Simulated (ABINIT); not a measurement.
## BN (Qingsongite): G0W0 in ABINIT against the plane-wave cutoff

Aim: move the plane-wave cutoff of a G0W0 run on BN (Qingsongite) over a wide range.

Main program and level: ABINIT 10.8.3; PBE and many-body steps on it, plane waves.

Most raw output is cut from this account.

## 1. Starting point

The structure is cubic, space group F-43m (No. 216). Conventional cell: a = 3.615 Å, b = 3.615 Å, c = 3.615 Å, α = 90.00°, β = 90.00°, γ = 90.00°. Nearest to B lie 4 N at 1.57 Å. Nearest to N lie 4 B at 1.57 Å. Farther neighbours and most contacts between anions are not listed.

The cell and positions come from the Crystallography Open Database and are kept as given unless a step says otherwise.

## 2. Empty states on the mesh, 8×8×8 mesh, 226 bands

This step: ABINIT 10.8.3; DFT, PBE, plane waves, norm-conserving pseudopotentials.

The sums over transitions need many empty states on a uniform mesh; this step solves for them.

run.abi reads:

```
acell 3*1.0 Angstrom
rprim 
  -0.000000000000 1.807500000000 1.807500000000
  1.807500000000 0.000000000000 1.807500000000
  1.807500000000 1.807500000000 -0.000000000000
ntypat 2
znucl 5 7
natom 2
typat 1 2
xred 
  0.000000000000 0.000000000000 0.000000000000
  0.250000000000 0.250000000000 0.250000000000
pp_dirpath "pseudos"
pseudos "B.upf, N.upf"
ecut 36
ngkpt 8 8 8
nshiftk 1
shiftk 0 0 0
kptopt 1
chksymbreak 0
irdden 1
istwfk *1
nband 226
prtvol 0
optdriver 6
gwr_task "HDIAGO"
paral_kgb 0
occopt 1
indata_prefix "in"
outdata_prefix "out"
tmpdata_prefix "tmp"
```

Launch:

```sh
$ OMP_NUM_THREADS=1 mpirun -n 8 abinit run.abi > log
```

It took 5.6 s on 8 MPI ranks of AMD EPYC 7R43, shared host; peak memory 0.81 GiB; 42 s of CPU time.

This step gave:

```yaml
gap: 4.535 eV
k_of_the_valence_top: 0, 0, 0
k_of_the_conduction_bottom: 0.5, 0.5, 0
least_direct_gap: 8.878 eV
k_points_computed: 29
lowest_point_of_the_top_converged_band_above_the_valence_top: 374.1121 eV
```

On this mesh the gap is 4.535 eV.

The density comes from a self-consistent run that is not shown.

## 3. Empty states on the mesh, 8×8×8 mesh, 66 bands

Edit run.abi of step 2 so:

```diff
@@ -14,3 +14,3 @@
 pseudos "B.upf, N.upf"
-ecut 36
+ecut 22
 ngkpt 8 8 8
@@ -22,3 +22,3 @@
 istwfk *1
-nband 226
+nband 66
 prtvol 0
```

It took 3.2 s on 8 MPI ranks; peak memory 0.51 GiB.

This step gave:

| Item | Value |
| --- | --- |
| gap | 4.542 eV |
| k of the valence top | 0, 0, 0 |
| k of the conduction bottom | 0.5, 0.5, 0 |
| least direct gap | 8.955 eV |
| k points computed | 29 |
| lowest point of the top converged band, above the valence top | 124.4279 eV |

On this mesh the gap is 4.542 eV.

## 4. Empty states on the mesh, 8×8×8 mesh, 66 bands

Edit run.abi of step 3 so:

```diff
@@ -14,3 +14,3 @@
 pseudos "B.upf, N.upf"
-ecut 22
+ecut 29
 ngkpt 8 8 8
```

It took 3.5 s on 8 MPI ranks; peak memory 0.65 GiB; 25 s of CPU time.

Numbers from this step:

* gap: 4.539 eV
* k of the valence top: 0, 0, 0
* k of the conduction bottom: 0.5, 0.5, 0
* least direct gap: 8.889 eV
* k points computed: 29
* lowest point of the top converged band, above the valence top: 124.3738 eV

On this mesh the gap is 4.539 eV.

## 5. Empty states on the mesh, 8×8×8 mesh, 66 bands

Edit run.abi of step 4 so:

```diff
@@ -14,3 +14,3 @@
 pseudos "B.upf, N.upf"
-ecut 29
+ecut 45
 ngkpt 8 8 8
```

It took 7.7 s on 8 MPI ranks; peak memory 1.1 GiB; 58 s of CPU time.

This step gave:

- gap: 4.534 eV
- k of the valence top: 0, 0, 0
- k of the conduction bottom: 0.5, 0.5, 0
- least direct gap: 8.877 eV
- k points computed: 29
- lowest point of the top converged band, above the valence top: 124.3628 eV

On this mesh the gap is 4.534 eV.

## 6. Screening, 8×8×8 mesh, 58 bands, screening to 261.2 eV

The RPA dielectric matrix is built and inverted for each q.

This step: RPA screening on PBE, plane waves, norm-conserving pseudopotentials.

Edit run.abi of step 5 so:

```diff
@@ -14,3 +14,3 @@
 pseudos "B.upf, N.upf"
-ecut 45
+ecut 22
 ngkpt 8 8 8
@@ -20,10 +20,11 @@
 chksymbreak 0
-irdden 1
 istwfk *1
-nband 66
-prtvol 0
-optdriver 6
-gwr_task "HDIAGO"
-paral_kgb 0
 occopt 1
+irdwfk 1
+optdriver 3
+nband 58
+ecuteps 9.6
+inclvkb 2
+awtr 1
+symchi 1
 indata_prefix "in"
```

Elapsed: 30 s, on 8 MPI ranks; peak memory 0.89 GiB.

Numbers from this step:

- ε∞ with local fields, on this mesh, along the program's q direction: 4.332
- the same without local fields: 4.687
- plasma frequency: 30.56 eV
- plane waves in the screening matrix: 113

Local fields lower ε∞ by 8 %.

## 7. 22 Ha

This step: G0W0 on PBE, plane waves, norm-conserving pseudopotentials.

Edit run.abi of step 6 so:

```diff
@@ -23,8 +23,17 @@
 irdwfk 1
-optdriver 3
+optdriver 4
 nband 58
+gwcalctyp 0
+ecutsigx 22
+symsigma 1
+nkptgw 2
+kptgw 
+  0.0000000000 0.0000000000 0.0000000000
+  0.5000000000 0.5000000000 0.0000000000
+bdgw 
+  2 7
+  3 6
 ecuteps 9.6
-inclvkb 2
-awtr 1
-symchi 1
+irdscr 1
+ppmodel 1
 indata_prefix "in"
```

The job ended after 5.3 s (8 MPI ranks; peak memory 0.94 GiB).

Numbers from this step:

```yaml
g0w0_gap_on_the_points_computed: 5.965 eV
starting_gap_on_the_mesh: 4.542 eV
k_of_the_valence_top: 0, 0, 0
k_of_the_conduction_bottom: 0.5, 0.5, 0
z_at_the_valence_top: 0.829
z_at_the_conduction_bottom: 0.855
least_direct_g0w0_gap_on_the_computed_points: 10.97 eV
```

## 8. Screening, 8×8×8 mesh, 58 bands, screening to 261.2 eV

This step: RPA screening on PBE, plane waves, norm-conserving pseudopotentials.

Edit run.abi of step 7 so:

```diff
@@ -14,3 +14,3 @@
 pseudos "B.upf, N.upf"
-ecut 22
+ecut 29
 ngkpt 8 8 8
@@ -23,17 +23,8 @@
 irdwfk 1
-optdriver 4
+optdriver 3
 nband 58
-gwcalctyp 0
-ecutsigx 22
-symsigma 1
-nkptgw 2
-kptgw 
-  0.0000000000 0.0000000000 0.0000000000
-  0.5000000000 0.5000000000 0.0000000000
-bdgw 
-  2 7
-  3 6
 ecuteps 9.6
-irdscr 1
-ppmodel 1
+inclvkb 2
+awtr 1
+symchi 1
 indata_prefix "in"
```

It took 30 s on 8 MPI ranks; peak memory 0.91 GiB; 3.9 min of CPU time.

This step gave:

| Item | Value |
| --- | --- |
| ε∞ with local fields, on this mesh, along the program's q direction | 4.313 |
| the same without local fields | 4.665 |
| plasma frequency | 30.56 eV |
| plane waves in the screening matrix | 113 |

## 9. 29 Ha

The self-energy is evaluated for the states that the input lists, and the levels follow from it, in one-shot runs by the linearised quasiparticle equation.

This step: G0W0 on PBE, plane waves, norm-conserving pseudopotentials.

Edit run.abi of step 8 so:

```diff
@@ -23,8 +23,17 @@
 irdwfk 1
-optdriver 3
+optdriver 4
 nband 58
+gwcalctyp 0
+ecutsigx 29
+symsigma 1
+nkptgw 2
+kptgw 
+  0.0000000000 0.0000000000 0.0000000000
+  0.5000000000 0.5000000000 0.0000000000
+bdgw 
+  2 7
+  3 6
 ecuteps 9.6
-inclvkb 2
-awtr 1
-symchi 1
+irdscr 1
+ppmodel 1
 indata_prefix "in"
```

It took 5.5 s on 8 MPI ranks; peak memory 0.95 GiB; 41 s of CPU time.

This step gave:

- G0W0 gap on the points computed: 5.984 eV
- starting gap on the mesh: 4.539 eV
- k of the valence top: 0, 0, 0
- k of the conduction bottom: 0.5, 0.5, 0
- Z at the valence top: 0.828
- Z at the conduction bottom: 0.854
- least direct G0W0 gap on the computed points: 10.92 eV

The gap on the mesh goes from 4.54 eV to 5.98 eV, a correction of +1.45 eV.

## 10. Screening, 8×8×8 mesh, 58 bands, screening to 261.2 eV

This step: RPA screening on PBE, plane waves, norm-conserving pseudopotentials.

Edit run.abi of step 9 so:

```diff
@@ -14,3 +14,3 @@
 pseudos "B.upf, N.upf"
-ecut 29
+ecut 36
 ngkpt 8 8 8
@@ -23,17 +23,8 @@
 irdwfk 1
-optdriver 4
+optdriver 3
 nband 58
-gwcalctyp 0
-ecutsigx 29
-symsigma 1
-nkptgw 2
-kptgw 
-  0.0000000000 0.0000000000 0.0000000000
-  0.5000000000 0.5000000000 0.0000000000
-bdgw 
-  2 7
-  3 6
 ecuteps 9.6
-irdscr 1
-ppmodel 1
+inclvkb 2
+awtr 1
+symchi 1
 indata_prefix "in"
```

It took 26 s on 8 MPI ranks; peak memory 1 GiB.

This step gave:

| Item | Value |
| --- | --- |
| ε∞ with local fields, on this mesh, along the program's q direction | 4.309 |
| the same without local fields | 4.660 |
| plasma frequency | 30.56 eV |
| plane waves in the screening matrix | 113 |

## 11. 36 Ha

This step: G0W0 on PBE, plane waves, norm-conserving pseudopotentials.

Edit run.abi of step 10 so:

```diff
@@ -23,8 +23,17 @@
 irdwfk 1
-optdriver 3
+optdriver 4
 nband 58
+gwcalctyp 0
+ecutsigx 36
+symsigma 1
+nkptgw 2
+kptgw 
+  0.0000000000 0.0000000000 0.0000000000
+  0.5000000000 0.5000000000 0.0000000000
+bdgw 
+  2 7
+  3 6
 ecuteps 9.6
-inclvkb 2
-awtr 1
-symchi 1
+irdscr 1
+ppmodel 1
 indata_prefix "in"
```

Wall time 6.3 s (8 MPI ranks); peak memory 1.1 GiB; 47 s of CPU time.

This step gave:

```
G0W0 gap on the points computed              : 5.988 eV
starting gap on the mesh                     : 4.535 eV
k of the valence top                         : 0, 0, 0
k of the conduction bottom                   : 0.5, 0.5, 0
least direct G0W0 gap on the computed points : 10.92 eV
```

Against the run before, the gap moves by +0.004 eV.

## 12. Screening, 8×8×8 mesh, 58 bands, screening to 261.2 eV

This step: RPA screening on PBE, plane waves, norm-conserving pseudopotentials.

Edit run.abi of step 11 so:

```diff
@@ -14,3 +14,3 @@
 pseudos "B.upf, N.upf"
-ecut 36
+ecut 45
 ngkpt 8 8 8
@@ -23,17 +23,8 @@
 irdwfk 1
-optdriver 4
+optdriver 3
 nband 58
-gwcalctyp 0
-ecutsigx 36
-symsigma 1
-nkptgw 2
-kptgw 
-  0.0000000000 0.0000000000 0.0000000000
-  0.5000000000 0.5000000000 0.0000000000
-bdgw 
-  2 7
-  3 6
 ecuteps 9.6
-irdscr 1
-ppmodel 1
+inclvkb 2
+awtr 1
+symchi 1
 indata_prefix "in"
```

The job ended after 48 s (8 MPI ranks; peak memory 1.4 GiB).

This step gave:

* ε∞ with local fields, on this mesh, along the program's q direction: 4.309
* the same without local fields: 4.661
* plasma frequency: 30.56 eV
* plane waves in the screening matrix: 113

## 13. 45 Ha

This step: G0W0 on PBE, plane waves, norm-conserving pseudopotentials.

Edit run.abi of step 12 so:

```diff
@@ -23,8 +23,17 @@
 irdwfk 1
-optdriver 3
+optdriver 4
 nband 58
+gwcalctyp 0
+ecutsigx 45
+symsigma 1
+nkptgw 2
+kptgw 
+  0.0000000000 0.0000000000 0.0000000000
+  0.5000000000 0.5000000000 0.0000000000
+bdgw 
+  2 7
+  3 6
 ecuteps 9.6
-inclvkb 2
-awtr 1
-symchi 1
+irdscr 1
+ppmodel 1
 indata_prefix "in"
```

The job ended after 5.7 s (8 MPI ranks; peak memory 1.1 GiB; 43 s of CPU time).

Numbers from this step:

* G0W0 gap on the points computed: 5.988 eV
* starting gap on the mesh: 4.534 eV
* k of the valence top: 0, 0, 0
* k of the conduction bottom: 0.5, 0.5, 0
* least direct G0W0 gap on the computed points: 10.92 eV

Against the run before, the gap moves by +0.000 eV.

## 14. Side by side

Times are wall times on 8 MPI ranks of AMD EPYC 7R43, shared host, good to a factor of about two. A run's time includes the screening step that it read.

```
  run   mesh  bands  screening cutoff (eV)  DFT gap (eV)  gap on the mesh (eV)  direct (eV)  ε∞ used  time
22 Ha  8×8×8     58                  261.2         4.542                 5.965       10.973     4.33  35 s
29 Ha  8×8×8     58                  261.2         4.539                 5.984       10.924     4.31  35 s
36 Ha  8×8×8     58                  261.2         4.535                 5.988       10.919     4.31  32 s
45 Ha  8×8×8     58                  261.2         4.534                 5.988       10.918     4.31  53 s
```

## 15. Results

- 22 Ha: 5.965 eV
- 29 Ha: 5.984 eV
- 36 Ha: 5.988 eV
- 45 Ha: 5.988 eV
- known limits: not at the basis limit

In words: The setting moved: plane-wave cutoff. From 22 Ha to 45 Ha the gap moves by +0.02 eV. It holds to 0.03 eV from 22 Ha on. Bands and screening cutoff are coupled, so a series along one setting does not show full convergence. Bands and cutoff are finite, so the gap is not at the basis limit. The miss can reach some tenths of an eV and take either sign; the mesh is an error of its own. In the G0W0 runs levels were corrected at 2 k points alone, so a gap called «on the mesh» is the least over those, and an edge elsewhere would be missed.

[Paths, hosts, dates, memory and timing lines, banners, echoed tables and standing remarks are left out of the program output.]

[Logs are printed without paths, hosts, clocks, repeated set-up lines and the standing remarks that a program may print on its own settings, such as how far it seeks lower states.]

[Runs of the session that timed out or met a known fault of the program may be left out.]

[Hosts, paths, dates, database ids (printed as entryN), source tags and the programs' standing remarks are cut or masked in the printed files.]

[G0W0 gaps are taken among the corrected bands and points alone; a level outside them can change the order at an edge.]

[Where Ansatz stands beside ABINIT at settings called matched, ABINIT's density can come from a denser mesh and the files from another edition; pairs whose starting gaps differed by over 0.03 eV were left out, so agreement reads better than it is.]
